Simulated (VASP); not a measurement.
ZnS, 2 atoms in the cell. It takes space group F-43m (No. 216, cubic). The conventional cell has a = 5.404 Å, b = 5.404 Å, c = 5.404 Å, α = 90.00°, β = 90.00°, γ = 90.00°. Around Zn (site symmetry -43m) lie 4 S at 2.34 Å. S (site symmetry -43m) has 4 Zn at 2.34 Å as nearest neighbours. 

* Program: VASP 6.6.1
* Task: electric field gradients
* Functional: PBE
* Potentials or basis: VASP PAW PBE potentials, release 64 (Zn, S)
* Cutoff: 520 eV
* k mesh: 9 × 9 × 9
* Occupations: gaussian, width 0.02 eV
* Spin: no spin polarisation
* Further INCAR settings: ALGO = Normal; EDIFF = 1e-08

Potentials or basis: VASP PAW PBE potentials, release 64 (Zn, S).

Command:

```sh
$ cat potpaw_PBE.64/Zn/POTCAR potpaw_PBE.64/S/POTCAR > POTCAR
$ mpirun -np 1 vasp_std > vasp.out
```

Hardware: 1 thread of Intel(R) Xeon(R) Platinum 8488C (Sapphire Rapids), on a shared host.

Estimate the wall time of this run.

Run time: 27 s on 1 thread of Intel(R) Xeon(R) Platinum 8488C (Sapphire Rapids) (shared host), peak memory 0.16 GiB. Counts: scf iterations 16, k points 35.
